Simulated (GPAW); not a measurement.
Crystal: NaH.

```
Na H
1.0
     0.00000    2.44000    2.44000
     2.44000    0.00000    2.44000
     2.44000    2.44000    0.00000
Na H
1 1
Direct
  0.00000 0.00000 0.00000
  0.50000 0.50000 0.50000
```

Base run:

- Program: GPAW 26.7.0
- Functional: PBEsol
- Potentials or basis: PAW data sets generated in the run's folder for this functional
- Cutoff: 800 eV
- Basis: pw
- k mesh: 9 × 9 × 9
- Occupations: fermi-dirac, width 0.05 eV
- Spin: no spin polarisation

Its results: pressure -1.2 GPa.

The run is repeated on the same cell with these changes: functional from PBEsol to LDA; potentials or basis from PAW data sets generated in the run's folder for this functional to the program's PAW data sets (release 1.2.1) made for this functional. What comes out?

Pressure -2.5 GPa.
